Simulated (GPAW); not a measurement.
A run of GPAW 26.7.0 is set up as follows.

Contents of run.py:

```python
from ase import Atoms
from ase.dft.bandgap import bandgap
from ase.io import write
from ase.units import GPa
from gpaw import GPAW, PW

atoms = Atoms(['S', 'S', 'S', 'S', 'S', 'S'],
              cell=[[5.409, 3.122887606, 1.4266666667],
                    [-5.409, 3.122887606, 1.4266666667],
                    [0.0, -6.2457752121, 1.4266666667]],
              scaled_positions=[[0.0826999999, 0.7491, 0.8517],
                                [0.2509, 0.1483, 0.9173000001],
                                [0.1483, 0.9173000001, 0.2509],
                                [0.8517, 0.0826999999, 0.7491],
                                [0.7491, 0.8517, 0.0826999999],
                                [0.9173000001, 0.2509, 0.1483]],
              pbc=True)

calc = GPAW(mode=PW(600),
            xc='RPBE',
            kpts={'size': (7, 7, 7), 'gamma': True},
            occupations={'name': 'methfessel-paxton', 'order': 0, 'width': 0.05},
            nbands=33,
            convergence={'density': 1e-05, 'energy': 1e-05},
            maxiter=150,
            txt='gpaw.txt')
atoms.calc = calc
energy = atoms.get_potential_energy()
forces = atoms.get_forces()
stress = atoms.get_stress()
calc.write('gs.gpw')
write('result.traj', atoms)
print(f'Energy: {energy:.6f} eV')
print('Forces (eV/A):')
print(forces.round(4))
print('Stress (GPa):', (stress / GPa).round(3))
print('Fermi level:', round(calc.get_fermi_level(), 4), 'eV')
print(f'Gap: {bandgap(calc)[0]:.4f} eV, direct: {bandgap(calc, direct=True)[0]:.4f} eV')
```

Potentials or basis: the program's PAW data sets (release 1.2.1) made for this functional, pw.

Launch:

```bash
$ OMP_NUM_THREADS=1 python run.py
```

Q: Estimate the largest force.

A: 0.503 eV/Å.

Q: Predict the band gap on the k mesh.

A: 2.22 eV, indirect (least direct gap 2.29 eV).

Q: What does it give for the pressure?

A: 5.0 GPa.

Stress tensor (GPa, compression positive):
```
5.55 0.00 0.00
0.00 5.55 0.00
0.00 0.00 3.81
```

Caveat: an odd mesh through Γ misses points on the zone boundary, where band edges often lie.
